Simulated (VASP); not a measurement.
## Input and output of a VASP PBE single-point calculation on SrO (strained rocksalt)

INCAR

```
PREC = Accurate
SIGMA = 0.02
LASPH = .TRUE.
ENCUT = 520
IBRION = -1
ISMEAR = -1
LWAVE = .FALSE.
GGA = PE
ISIF = 2
NELM = 120
NSW = 0
LCHARG = .FALSE.
NBANDS = 15
EDIFF = 1E-7
LREAL = .FALSE.
```

KPOINTS

```
KPOINTS created by Atomic Simulation Environment
0
Gamma
8 8 8
0 0 0
```

KPOINTS_OPT

```
special points
6
Reciprocal
0.0000000000 0.0000000000 0.0000000000 1
0.5000000000 0.0000000000 0.5000000000 1
0.6250000000 0.2500000000 0.6250000000 1
0.3750000000 0.3750000000 0.7500000000 1
0.5000000000 0.5000000000 0.5000000000 1
0.5000000000 0.2500000000 0.7500000000 1
```

POSCAR

```
Sr O
 1.0000000000000000
     0.0265728912250000    2.5798923523249999    2.5798923523252575
     2.5798923523249999    0.0265728912250000    2.5798923523252575
     2.6064652436000002    2.6064652436000002    0.0000000000505150
 Sr  O
   1   1
Cartesian
  0.0000000000000000  0.0000000000000000  0.0000000000000000
  2.6064652435750006  2.6064652435750006  2.5798923523505155
```

VASP ran with the recommended PBE PAW datasets (16 valence electrons in the cell).

Command

```
mpirun -np 1 vasp_std
```

From OUTCAR

```
k-points           NKPTS =     95   k-points in BZ     NKDIM =     95   number of bands    NBANDS=     15

   NELECT =      16.0000    total number of electrons

   dimension x,y,z NGX =    28 NGY =   28 NGZ =   28
   dimension x,y,z NGXF=    56 NGYF=   56 NGZF=   56

  energy-cutoff  :      520.00
  volume of cell :       34.34
      direct lattice vectors                 reciprocal lattice vectors
     0.026572891  2.579892352  2.579892352    -0.195823518  0.195823518  0.193806536
     2.579892352  0.026572891  2.579892352     0.195823518 -0.195823518  0.193806536
     2.606465244  2.606465244  0.000000000     0.191830680  0.191830680 -0.193806536

 k-points in reciprocal lattice and weights: KPOINTS created by Atomic Simulation Env
   0.00000000  0.00000000  0.00000000       0.002
   0.12500000 -0.00000000  0.00000000       0.008
   0.25000000 -0.00000000  0.00000000       0.008
   0.37500000 -0.00000000  0.00000000       0.008
   0.50000000 -0.00000000  0.00000000       0.004
   0.12500000  0.12500000  0.00000000       0.004
   0.25000000  0.12500000  0.00000000       0.008
   0.37500000  0.12500000  0.00000000       0.008
   ...

 E-fermi :   2.1223

 k-point     1 :       0.0000    0.0000    0.0000
  band No.  band energies     occupation
      1     -30.8120      2.00000
      2     -13.4612      2.00000
      3     -12.4646      2.00000
      4     -12.4603      2.00000
      5     -12.4547      2.00000
      6       1.5952      2.00000
      7       1.6159      2.00000
      8       1.6398      2.00000
      9       5.5228      0.00000
     10       7.6777      0.00000
     11       7.8006      0.00000
     12       7.9303      0.00000
     13       9.9505      0.00000
     14       9.9511      0.00000
     15      14.2792      0.00000

 k-point     2 :       0.1250   -0.0000    0.0000
  band No.  band energies     occupation
      1     -30.7923      2.00000
      2     -13.8270      2.00000
      3     -12.4761      2.00000
      4     -12.4724      2.00000
      5     -12.1408      2.00000
      6       1.1796      2.00000
      7       1.3942      2.00000
      8       1.4300      2.00000
      9       6.2244      0.00000
     10       7.7059      0.00000
     11       7.9860      0.00000
     12       8.1601      0.00000
     13      10.3502      0.00000
     14      10.3506      0.00000
     15      15.3035      0.00000

 k-point     3 :       0.2500   -0.0000    0.0000
  band No.  band energies     occupation
      1     -30.7442      2.00000
      2     -14.3907      2.00000
      3     -12.5058      2.00000
      4     -12.5035      2.00000
      5     -11.6984      2.00000
      6       0.3577      2.00000
      7       0.9605      2.00000
      8       1.0107      2.00000
      9       7.6055      0.00000
     10       7.7658      0.00000
     11       8.8242      0.00000
     12       9.0107      0.00000
     13      11.3461      0.00000
     14      11.3482      0.00000
     15      17.3139      0.00000

 k-point     4 :       0.3750   -0.0000    0.0000
  band No.  band energies     occupation
      1     -30.6955      2.00000
      2     -14.8104      2.00000
      3     -12.5386      2.00000
      4     -12.5304      2.00000
      5     -11.4003      2.00000
      6      -0.2929      2.00000
      7       0.5809      2.00000
      8       0.6435      2.00000
      9       7.9120      0.00000
     10       9.2941      0.00000
     11       9.8509      0.00000
     12      10.0513      0.00000
     13      12.5816      0.00000
     14      12.5989      0.00000
     15      17.0669      0.00000

 k-point     5 :       0.5000   -0.0000    0.0000
  band No.  band energies     occupation
      1     -30.6751      2.00000
      2     -14.9634      2.00000
      3     -12.5520      2.00000
      4     -12.5414      2.00000
      5     -11.2976      2.00000
      6      -0.5342      2.00000
      7       0.4358      2.00000
      8       0.5032      2.00000
      9       8.1418      0.00000
     10      10.0061      0.00000
     11      10.3513      0.00000
     12      10.5512      0.00000
     13      13.4247      0.00000
     14      13.4539      0.00000
     15      16.3373      0.00000

 k-point     6 :       0.1250    0.1250    0.0000
  band No.  band energies     occupation
      1     -30.7867      2.00000
      2     -13.8648      2.00000
      3     -12.5192      2.00000
      4     -12.5057      2.00000
      5     -12.0665      2.00000
      6       0.8651      2.00000
      7       1.5236      2.00000
      8       1.5715      2.00000
      9       6.2777      0.00000
     10       7.1371      0.00000
     11       8.3336      0.00000
     12       8.5684      0.00000
     13      10.1606      0.00000
     14      10.7472      0.00000
     15      15.5563      0.00000

 k-point     7 :       0.2500    0.1250    0.0000
  band No.  band energies     occupation
      1     -30.7491      2.00000
      2     -14.2328      2.00000
      3     -12.5689      2.00000
      4     -12.5417      2.00000
      5     -11.8080      2.00000
      6       0.3766      2.00000
      7       1.2518      2.00000
      8       1.3023      2.00000
      9       6.8520      0.00000
     10       7.3209      0.00000
     11       9.1650      0.00000
     12       9.2302      0.00000
     13      10.7522      0.00000
     14      11.5774      0.00000
     15      17.2672      0.00000

 k-point     8 :       0.3750    0.1250    0.0000
  band No.  band energies     occupation
      1     -30.7008      2.00000
      2     -14.6195      2.00000
      3     -12.5961      2.00000
      4     -12.5930      2.00000
      5     -11.5811      2.00000
      6      -0.0040      2.00000
      7       0.7752      2.00000
      8       0.9077      2.00000
      9       7.2612      0.00000
     10       8.5748      0.00000
     11      10.1166      0.00000
     12      10.1232      0.00000
     13      11.9690      0.00000
     14      12.5089      0.00000
     15      17.2564      0.00000

 k-point     9 :       0.5000    0.1250    0.0000
  band No.  band energies     occupation
      1     -30.6703      2.00000
      2     -14.8351      2.00000
      3     -12.6537      2.00000
      4     -12.5854      2.00000
      5     -11.4548      2.00000
      6      -0.2599      2.00000
      7       0.5862      2.00000
      8       0.6066      2.00000
      9       7.9866      0.00000
     10       9.0355      0.00000
     11      10.5725      0.00000
     12      11.0166      0.00000
     13      13.1789      0.00000
     14      13.5038      0.00000
     15      15.6923      0.00000

 k-point    10 :      -0.3750    0.1250   -0.0000
  band No.  band energies     occupation
      1     -30.6760      2.00000
      2     -14.8049      2.00000
      3     -12.6840      2.00000
      4     -12.5431      2.00000
      5     -11.4538      2.00000
      6      -0.2699      2.00000
      7       0.4885      2.00000
      8       0.7940      2.00000
      9       7.9478      0.00000
     10       9.0740      0.00000
     11      10.0630      0.00000
     12      10.8049      0.00000
     13      12.9982      0.00000
     14      13.3857      0.00000
     15      15.9736      0.00000

 k-point    11 :      -0.2500    0.1250   -0.0000
  band No.  band energies     occupation
      1     -30.7144      2.00000
      2     -14.5429      2.00000
      3     -12.6554      2.00000
      4     -12.4933      2.00000
      5     -11.5960      2.00000
      6       0.0472      2.00000
      7       0.6549      2.00000
      8       1.1686      2.00000
      9       7.4567      0.00000
     10       8.2765      0.00000
     11       9.0347      0.00000
     12      10.0844      0.00000
     13      11.8263      0.00000
     14      12.1449      0.00000
     15      17.8041      0.00000

 k-point    12 :      -0.1250    0.1250    0.0000
  band No.  band energies     occupation
      1     -30.7626      2.00000
      2     -14.1491      2.00000
      3     -12.5681      2.00000
      4     -12.4654      2.00000
      5     -11.8701      2.00000
      6       0.6179      2.00000
      7       1.0189      2.00000
      8       1.4624      2.00000
      9       7.0299      0.00000
     10       7.3954      0.00000
     11       8.2359      0.00000
     12       9.0808      0.00000
     13      10.6986      0.00000
     14      11.1480      0.00000
     15      16.6998      0.00000

 k-point    13 :       0.2500    0.2500    0.0000
  band No.  band energies     occupation
      1     -30.7262      2.00000
      2     -14.1989      2.00000
      3     -12.6496      2.00000
      4     -12.6274      2.00000
      5     -11.9380      2.00000
      6       0.2848      2.00000
      7       1.4463      2.00000
      8       1.4973      2.00000
      9       5.9898      0.00000
     10       7.5199      0.00000
     11       9.9579      0.00000
     12      10.1385      0.00000
     13      10.7239      0.00000
     14      11.9500      0.00000
     15      18.4152      0.00000

 ...

  Total        0.5074140      0.5074140      0.5011131     -0.2393274     -0.0000000     -0.0000000
  in kB       23.6746934     23.6746934     23.3807083    -11.1664290     -0.0000000     -0.0000000
  external PRESSURE =      23.5766984 kB  Pullay stress =       0.0000000 kB

 POSITION                                       TOTAL-FORCE (eV/Angst)
 -----------------------------------------------------------------------------------
      0.00000      0.00000      0.00000        -0.000000      0.000000      0.000000
      2.60647      2.60647      2.57989         0.000000      0.000000     -0.000000
 -----------------------------------------------------------------------------------
    total drift:                                0.000000      0.000000      0.000000

  FREE ENERGIE OF THE ION-ELECTRON SYSTEM (eV)
  ---------------------------------------------------
  free  energy   TOTEN  =       -12.0454270574 eV

  energy  without entropy=      -12.0454270574  energy(sigma->0) =      -12.04542706
```

The gap between bands v and c is 3.25 eV and the least direct gap is 3.34 eV. The pressure is 2.4 GPa.

Band v is the last that the valence electrons fill when counted band by band, and c is the next.

The run took about 22 s on one core of a shared host (Intel Xeon 6975P-C) and held 0.22 GiB at most.
